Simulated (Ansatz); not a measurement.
# Copper, simple cubic: HSE06 at the PBE geometry

How do the levels change when part of the exchange is made exact, and what does it cost? Spin polarisation is left out. The geometry was relaxed under PBE beforehand and is kept. Exact exchange is dear, so the k-mesh is coarse, and PBE is run on the same mesh for comparison.

Program: Ansatz 0.2.0. Level of theory: DFT, plane waves (420 eV) with PBE-made PAW files, scalar-relativistic; functionals as named at each step. These are calculated values, not measurements.

## 1. The structure to begin with

The structure is cubic, space group Pm-3m (No. 221). The conventional cell has a = 2.407 Å, b = 2.407 Å, c = 2.407 Å, α = 90.00°, β = 90.00°, γ = 90.00°. Cu (site symmetry m-3m) is surrounded by 6 Cu at 2.41 Å.

Structure file:

```
CELL_PARAMETERS angstrom
2.40675 0.00000 0.00000
0.00000 2.40675 0.00000
0.00000 0.00000 2.40675
ATOMIC_POSITIONS crystal
Cu 0.00000 0.00000 0.00000
```

## 2. PBE, coarse mesh

The run with PBE.

input.yaml

```yaml
crystal:
  lattice:
    - [2.4067479197, 0.0, 0.0]
    - [0.0, 2.4067479197, 0.0]
    - [0.0, 0.0, 2.4067479197]
  atoms:
    - { symbol: Cu, position: [0.0, 0.0, 0.0] }
hamiltonian:
  xc: pbe
  pseudopotentials:
    kind: paw
    azcp:
      Cu: "pseudopotentials/Cu.paw.azcp"
basis:
  ecutwfc: 420
  fft_grid_basis: typed
kpoints:
  mp_grid: { grid: [7, 7, 7], shift: [0, 0, 0] }
magnetization:
  spin_polarized: false
scf:
  occupations: { method: fermi_dirac, width: 0.1 }
output:
  write_density: true
  write_potential: true
  elf: true
  volumetric_format: npy
```

Started as:

```sh
$ ansatz run input.yaml --threads 4 --pin off --max-ram 8192MiB --backend cpu --events-out ev --progress --plain --runs-dir out
```

## 3. HSE06, coarse mesh

The run with HSE06.

Edit input.yaml of step 2 so:

```diff
@@ -8,3 +8,3 @@
 hamiltonian:
-  xc: pbe
+  xc: hse06
   pseudopotentials:
```

(Steps that only read results are left out.)

**Question.** What will these runs give? Wanted: PBE: gap; HSE06: gap; HSE06: relative to fcc.

As calculated:

| quantity | value |
| --- | --- |
| PBE: gap | none (levels filled in part) |
| HSE06: gap | none (levels filled in part) |
| HSE06: SCF cycles, exchange loops | 16, 2 |
| HSE06: CPU time over that of PBE | 14 |
| HSE06: relative to fcc | +432 meV/atom |

What this shows: Both PBE and HSE06 leave levels filled in part. The hybrid took 14 times as much CPU time as PBE on the same settings. The exchange operator of HSE06 was renewed in 2 outer loops. To compare with dense-mesh energies, the change of PBE from this mesh and smearing to its dense run (-5.4 meV/atom, from a run not shown) is added. Under HSE06 it lies 432 meV/atom above fcc (computed apart in the same way); on such meshes a few tens of meV are uncertain for metals. Absolute energies differ from functional to functional, by eV per atom at times, and say nothing by themselves.
